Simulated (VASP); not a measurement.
# AlN (Fm-3m) in VASP: notebook, part 2 of 2

VASP 6.6.1. The steps go on from the part before.

**3. Single point, PBE, 8.08 Å³/atom (strain = -0.04)**

File INCAR:

```
SYSTEM = AlN
PREC     = Accurate       ! precision mode
ENCUT    = 520            ! plane-wave cutoff, eV
EDIFF    = 1E-6           ! SCF threshold, eV
ISMEAR   = -1             ! smearing method
SIGMA    = 0.05           ! smearing width, eV
LREAL    = .False.        ! projectors in reciprocal space
LASPH    = .True.         ! aspherical terms in the spheres
NELM     = 80             ! most SCF steps
ALGO     = Normal         ! electronic algorithm
ISIF     = 2              ! what is computed and relaxed
LWAVE    = .False.        ! write WAVECAR
LCHARG   = .False.        ! write CHGCAR
GGA      = PE             ! functional
NBANDS   = 11             ! bands
```

File KPOINTS:

```
regular mesh
0
Gamma
  11 11 11
  0 0 0
```

File POSCAR:

```
AlN
1.0
    0.0000000000      2.0345180000      2.0345180000
    1.9531372800      0.0000000000      2.0345180000
    1.9531372800      2.0345180000      0.0000000000
Al N
1 1
Direct
    0.5000000000      0.5000000000      0.5000000000
    0.0000000000      0.0000000000      0.0000000000
```

Potentials or basis: VASP PAW PBE potentials, release 64 (Al, N).

Launch:

```bash
> cat potpaw_PBE.64/Al/POTCAR potpaw_PBE.64/N/POTCAR > POTCAR
> mpirun -np 1 vasp_std > vasp.out
```

Wall time 15 s (1 thread of Intel Xeon Platinum 8375C at 2.90GHz (Ice Lake), shared host); peak memory 0.14 GiB.

It converged, with:

* Free energy: -14.5035 eV
* Pressure: 12.1 GPa
* Band gap on the k mesh: 4.64 eV, indirect (least direct gap 5.87 eV)

Caveat: an odd mesh through Γ misses points on the zone boundary, where band edges often lie.

**4. Single point, PBE, 8.25 Å³/atom (strain = -0.02)**

INCAR is that of step 3.

KPOINTS is that of step 3.

File POSCAR:

```
AlN
1.0
    0.0000000000      2.0345180000      2.0345180000
    1.9938276400      0.0000000000      2.0345180000
    1.9938276400      2.0345180000      0.0000000000
Al N
1 1
Direct
    0.5000000000      0.5000000000      0.5000000000
    0.0000000000      0.0000000000      0.0000000000
```

Launch:

```bash
> cat potpaw_PBE.64/Al/POTCAR potpaw_PBE.64/N/POTCAR > POTCAR
> mpirun -np 1 vasp_std > vasp.out
```

It took 20 s on 1 thread of Intel Xeon Platinum 8375C at 2.90GHz (Ice Lake), shared host; peak memory 0.14 GiB.

Results (log left out):

```
Free energy            : -14.5360 eV
Pressure               : 5.5 GPa
Band gap on the k mesh : 4.59 eV, indirect (least direct gap 5.64 eV)
```

Caveat: an odd mesh through Γ misses points on the zone boundary, where band edges often lie.

**5. G0W0 quasiparticle levels, PBE**

File POSCAR:

```
AlN
1.0
    0.0000000000      2.0345180000      2.0345180000
    2.0345180000      0.0000000000      2.0345180000
    2.0345180000      2.0345180000      0.0000000000
Al N
1 1
Direct
    0.5000000000      0.5000000000      0.5000000000
    0.0000000000      0.0000000000      0.0000000000
```

File INCAR.step1:

```
SYSTEM = AlN
ALGO = Normal
EDIFF = 1E-8
ENCUT = 450
GGA = PE
ISMEAR = 0
LASPH = .True.
LCHARG = .False.
LREAL = .False.
LWAVE = .True.
NELM = 60
PREC = Accurate
SIGMA = 0.01
```

File INCAR.step2:

```
SYSTEM = AlN
ALGO = Exact
EDIFF = 1E-8
ENCUT = 450
GGA = PE
ISMEAR = 0
ISTART = 1
LASPH = .True.
LCHARG = .False.
LOPTICS = .True.
LREAL = .False.
LWAVE = .True.
NBANDS = 44
NELM = 1
PREC = Accurate
SIGMA = 0.01
```

File INCAR.step3:

```
SYSTEM = AlN
ALGO = EVGW0
EDIFF = 1E-8
ENCUT = 450
ENCUTGW = 150
GGA = PE
ISMEAR = 0
ISTART = 1
LASPH = .True.
LCHARG = .False.
LREAL = .False.
LWAVE = .False.
NBANDS = 44
NBANDSGW = 12
NELMGW = 1
NOMEGA = 24
PREC = Accurate
PRECFOCK = Fast
SIGMA = 0.01
```

File KPOINTS:

```
k-points
0
Gamma
  3 3 3
  0 0 0
```

Potentials or basis: VASP PAW PBE potentials, release 64 (Al_GW, N_GW).

Launch:

```bash
> cat potpaw_PBE.64/Al_GW/POTCAR potpaw_PBE.64/N_GW/POTCAR > POTCAR
> cp INCAR.step1 INCAR
> mpirun -np 1 vasp_std > vasp.out
> cp INCAR.step2 INCAR
> mpirun -np 1 vasp_std > vasp.out
> cp INCAR.step3 INCAR
> mpirun -np 1 vasp_std > vasp.out
```

OUTCAR:

```text
SYSTEM = AlN
   EDIFF = 1E-8
   ENCUT = 450
   ENCUTGW = 150
   GGA = PE
   ISMEAR = 0
   ISTART = 1
   LASPH = .True.
   LREAL = .False.
   NELMGW = 1
   PREC = Accurate
   PRECFOCK = Fast

 Found      4 irreducible k-points:

 Following reciprocal coordinates:
[... 84 lines left out ...]

      1      -8.8173     -10.2740     -16.5722     -14.5807     -24.7400       0.7315       2.0000       1.5665
      2       8.6417       8.0600     -18.0598     -17.3363     -21.4544       0.8039       2.0000       0.2905
      3       8.6417       8.0600     -18.0598     -17.3363     -21.4544       0.8039       2.0000       0.2905
      4       8.6417       8.0600     -18.0598     -17.3363     -21.4544       0.8039       2.0000       0.2905
      5      13.9874      15.0917     -13.2110     -14.5892      -8.4956       0.8013       0.0000      -0.1790
      6      20.5617      21.4319      -9.5398     -10.5978      -4.3058       0.8225       0.0000      -0.0796
      7      20.5617      21.4319      -9.5398     -10.5978      -4.3058       0.8225       0.0000      -0.0796
      8      20.5617      21.4319      -9.5398     -10.5978      -4.3058       0.8225       0.0000      -0.0796
      9      25.6576      25.9723      -9.0014      -9.4009      -2.4763       0.7877       0.0000      -0.5070
     10      26.0934      27.2896     -10.0359     -11.4784      -4.4140       0.8293       0.0000      -0.1403
     11      26.0934      27.2896     -10.0359     -11.4784      -4.4140       0.8293       0.0000      -0.1403
     12      26.9887      28.1231      -9.6901     -11.1255      -2.8392       0.7903       0.0000      -0.5832
[... 234 lines left out ...]
      1      -6.4593      -6.4710     -18.3592      11.8847     -26.0140       0.7723       2.0000       1.3761
      2       1.1097       1.1025     -15.0948      16.1953     -19.1605       0.7857       2.0000       0.4223
      3       1.3712       1.3642     -15.1825      16.5448     -19.2138       0.7877       2.0000       0.4124
      4       5.7529       5.7489     -16.9894      22.7372     -20.6362       0.7800       2.0000       0.3473
      5      15.9194      15.9230     -10.0028      25.9266      -5.1572       0.8340       0.0000      -0.0531
      6      20.5455      20.5498     -13.1535      33.7044      -7.8571       0.7965       0.0000      -0.1442
      7      22.0343      22.0389     -13.1809      35.2211      -7.5244       0.7826       0.0000      -0.1824
      8      23.4505      23.4539     -10.7749      34.2297      -4.9831       0.7843       0.0000      -0.2199
      9      26.0326      26.0431     -10.1900      36.2355      -3.7527       0.8112       0.0000      -0.2779
     10      29.4119      29.4161      -9.4495      38.8665      -3.1688       0.8050       0.0000      -0.4546
     11      32.9960      33.0017      -9.4217      42.4251      -2.2499       0.7750       0.0000      -0.7824
     12      36.7374      36.7427     -11.2261      47.9703      -3.8165       0.7878       0.0000      -1.0668
```

Run time: 12 s. Hardware: 1 thread of Intel Xeon Platinum 8488C (Sapphire Rapids), shared host; peak memory 0.13 GiB.

The run converged, but some of its settings lie outside the range that counts as converged, so its numbers aren't taken as properties of the crystal.

What came out:

* Band gap on the k mesh, mean-field level: 5.35 eV, direct
* Quasiparticle gap: 7.03 eV

Caveat: the k mesh is coarse (spacing up to 0.89 Å⁻¹), so the values aren't converged; the cutoff is under 1.25 times the usual one of these potentials, so pressure, stress and relaxed cells hold a basis-set (Pulay) error; bands, screening cutoff and mesh are small and nothing is extrapolated, so the quasiparticle values aren't converged; the log holds further tables after the one-shot step; the gap given is that of the first.

**6. G0W0 quasiparticle levels, PBE**

POSCAR is that of step 5.

File INCAR.step1:

```
SYSTEM = AlN
PREC = Accurate
ENCUT = 450
EDIFF = 1E-8
ISMEAR = 0
SIGMA = 0.01
LREAL = .False.
LASPH = .True.
NELM = 100
ALGO = Fast
LWAVE = .True.
LCHARG = .False.
GGA = PE
```

File INCAR.step2:

```
SYSTEM = AlN
PREC = Accurate
ENCUT = 450
EDIFF = 1E-8
ISMEAR = 0
SIGMA = 0.01
LREAL = .False.
LASPH = .True.
NELM = 1
ALGO = Exact
LWAVE = .True.
LCHARG = .False.
GGA = PE
NBANDS = 44
LOPTICS = .True.
ISTART = 1
```

File INCAR.step3:

```
SYSTEM = AlN
PREC = Accurate
ENCUT = 450
EDIFF = 1E-8
ISMEAR = 0
SIGMA = 0.01
LREAL = .False.
LASPH = .True.
ALGO = EVGW0
LWAVE = .False.
LCHARG = .False.
GGA = PE
NELMGW = 1
NBANDS = 44
ENCUTGW = 150
NOMEGA = 12
PRECFOCK = Fast
ISTART = 1
NBANDSGW = 12
```

File KPOINTS:

```
regular mesh
0
Gamma
  3 3 3
  0 0 0
```

Potentials or basis: VASP PAW PBE potentials, release 64 (Al_GW, N_GW).

Launch:

```bash
> cat potpaw_PBE.64/Al_GW/POTCAR potpaw_PBE.64/N_GW/POTCAR > POTCAR
> cp INCAR.step1 INCAR
> mpirun -np 1 vasp_std > vasp.out
> cp INCAR.step2 INCAR
> mpirun -np 1 vasp_std > vasp.out
> cp INCAR.step3 INCAR
> mpirun -np 1 vasp_std > vasp.out
```

OUTCAR:

```text
SYSTEM = AlN
   PREC = Accurate
   ENCUT = 450
   EDIFF = 1E-8
   ISMEAR = 0
   LREAL = .False.
   LASPH = .True.
   GGA = PE
   NELMGW = 1
   ENCUTGW = 150
   PRECFOCK = Fast
   ISTART = 1

 Found      4 irreducible k-points:

 Following reciprocal coordinates:
            Coordinates               Weight
[... 84 lines left out ...]
      1      -8.8172     -10.4469     -16.7397     -14.5806     -24.7400       0.7548       2.0000       0.9484
      2       8.6417       8.1813     -17.8970     -17.3361     -21.4544       0.8209       2.0000      -0.2718
      3       8.6417       8.1813     -17.8970     -17.3361     -21.4544       0.8209       2.0000      -0.2718
      4       8.6417       8.1813     -17.8970     -17.3361     -21.4544       0.8209       2.0000      -0.2718
      5      13.9874      15.5165     -12.7359     -14.5891      -8.4956       0.8251       0.0000      -0.0810
      6      20.5617      21.5130      -9.4299     -10.5979      -4.3058       0.8145       0.0000      -0.3883
      7      20.5617      21.5130      -9.4299     -10.5979      -4.3058       0.8145       0.0000      -0.3883
      8      20.5617      21.5130      -9.4299     -10.5979      -4.3058       0.8145       0.0000      -0.3883
      9      25.6576      26.0122      -8.9370      -9.4010      -2.4763       0.7644       0.0000      -0.7096
     10      26.0934      27.4045      -9.8375     -11.4784      -4.4140       0.7990       0.0000      -0.3064
     11      26.0934      27.4045      -9.8375     -11.4784      -4.4140       0.7990       0.0000      -0.3064
     12      26.9887      28.2214      -9.5984     -11.1255      -2.8392       0.8072       0.0000      -0.7016
[... 234 lines left out ...]
      1      -6.4493      -6.4591     -18.3462      11.8846     -26.0140       0.7949       2.0000       0.8130
      2       1.2059       1.2000     -14.9969      16.1952     -19.1605       0.7846       2.0000      -0.1197
      3       1.4811       1.4746     -15.0718      16.5447     -19.2138       0.7921       2.0000      -0.1663
      4       5.7957       5.7908     -16.9474      22.7371     -20.6361       0.8163       2.0000      -0.2978
      5      16.0926      16.0968      -9.8287      25.9266      -5.1572       0.8132       0.0000      -0.2609
      6      20.6911      20.6982     -13.0045      33.7043      -7.8571       0.8142       0.0000      -0.2067
      7      22.2521      22.2621     -12.9570      35.2211      -7.5244       0.8329       0.0000      -0.1916
      8      23.5792      23.5861     -10.6420      34.2297      -4.9831       0.8172       0.0000      -0.3195
      9      26.1696      26.1757     -10.0579      36.2355      -3.7527       0.7663       0.0000      -0.6123
     10      29.5192      29.5230      -9.3425      38.8665      -3.1688       0.7987       0.0000      -0.6476
     11      33.2352      33.2421      -9.1812      42.4251      -2.2499       0.7880       0.0000      -0.8494
     12      36.9440      36.9480     -11.0212      47.9702      -3.8165       0.7887       0.0000      -1.0375
```

OUTCAR.step1:

```text
SYSTEM = AlN
   PREC = Accurate
   ENCUT = 450
   EDIFF = 1E-8
   ISMEAR = 0
   LREAL = .False.
   LASPH = .True.
[... 151 lines left out ...]
      2.03452      2.03452      2.03452         0.000000      0.000000     -0.000000
      0.00000      0.00000      0.00000        -0.000000     -0.000000      0.000000
 -----------------------------------------------------------------------------------
    total drift:                                0.000000     -0.000000     -0.000000

  FREE ENERGIE OF THE ION-ELECTRON SYSTEM (eV)
  ---------------------------------------------------
  free  energy   TOTEN  =       -14.1775501413 eV

  energy  without entropy=      -14.1775501413  energy(sigma->0) =      -14.17755014
```

It took 8.5 s on 1 thread of Intel Xeon 6975P-C (Granite Rapids), shared host; peak memory 0.13 GiB.

These settings aren't checked as converged: the numbers below hold their error.

Results:

| Item | Value |
| --- | --- |
| Band gap on the k mesh, mean-field level | 5.35 eV, direct |
| Quasiparticle gap | 7.34 eV |

Caveat: the k mesh is coarse (spacing up to 0.89 Å⁻¹), so the values aren't converged; the cutoff is under 1.25 times the usual one of these potentials, so pressure, stress and relaxed cells hold a basis-set (Pulay) error; bands, screening cutoff and mesh are small and nothing is extrapolated, so the quasiparticle values aren't converged; the log holds further tables after the one-shot step; the gap given is that of the first.

**7. For comparison**

An earlier run on the cell as given: functional PBE; potentials or basis VASP PAW PBE potentials, release 64 (Al, N); cutoff 520 eV; k mesh 11 × 11 × 11; occupations fermi-dirac, width 0.05 eV; no spin polarisation.

* Pressure: 0.0 GPa
* Band gap on the k mesh: 4.55 eV, indirect (least direct gap 5.41 eV)
